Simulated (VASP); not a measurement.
The system is Ca.

```xyz
1
Lattice="-2.2400 2.2400 2.2400 2.2400 -2.2400 2.2400 2.2400 2.2400 -2.2400" Properties=species:S:1:pos:R:3 pbc="T T T"
Ca    0.0000    0.0000    0.0000
```

This isn't the form of Ca at room conditions, which is fcc.

* Program: VASP 6.6.1
* Task: relaxation of cell and atoms
* Functional: PBE
* Potentials or basis: VASP PAW PBE potentials, release 64 (Ca_sv)
* Cutoff: 520 eV
* k mesh: 14 × 14 × 14
* Occupations: gaussian, width 0.1 eV
* Spin: no spin polarisation

At the start: pressure -1.0 GPa; volume 44.96 Å³/atom.

Where does the relaxation end?

Over 3 steps the energy falls by 8.7 meV/atom and the volume is 42.17 Å³/atom (-6.2 %); space group Im-3m (No. 229, to 0.05 Å).

Step by step:
```tsv
step	energy change (eV)	largest force (eV/Å)	pressure (GPa)	volume (Å³)
1	0.0000	0.0000	-0.98	44.96
2	-0.0075	0.0000	-0.38	43.19
3	-0.0087	0.0000	0.01	42.17
```

Final structure:
```
Ca
1.0
    -2.19263    2.19263    2.19263
     2.19263   -2.19263    2.19263
     2.19263    2.19263   -2.19263
Ca
1
Direct
  0.00000 0.00000 0.00000
```
